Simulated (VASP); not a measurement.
Crystal: BP.

```
B P
1.0
     0.00000    2.26900    2.26900
     2.26900    0.00000    2.26900
     2.26900    2.26900    0.00000
B P
1 1
Direct
  0.00000 0.00000 0.00000
  0.25000 0.25000 0.25000
```

```yaml
Program: VASP 6.6.1
Task: relaxation of cell and atoms
Functional: LDA
Potentials_or_basis: VASP PAW LDA potentials, release 64 (B, P)
Cutoff: 600 eV
k_mesh: 10 × 10 × 10
Occupations: gaussian, width 0.03 eV
Spin: no spin polarisation
```

At the start: pressure -5.3 GPa; volume 11.68 Å³/atom.

Q: Where does the relaxation end?

A: Over 3 steps the energy falls by 6.3 meV/atom and the volume is 11.31 Å³/atom (-3.2 %); space group F-43m (No. 216, to 0.05 Å).

The path:
| step | energy change (eV) | largest force (eV/Å) | pressure (GPa) | volume (Å³) |
| --- | --- | --- | --- | --- |
| 1 | 0.0000 | 0.0000 | -5.32 | 23.36 |
| 2 | -0.0051 | 0.0000 | 4.50 | 22.08 |
| 3 | -0.0126 | 0.0000 | -0.01 | 22.63 |

Final structure:
```
B P
1.0
     0.00000    2.24486    2.24486
     2.24486    0.00000    2.24486
     2.24486    2.24486    0.00000
B P
1 1
Direct
  0.00000 0.00000 0.00000
  0.25000 0.25000 0.25000
```
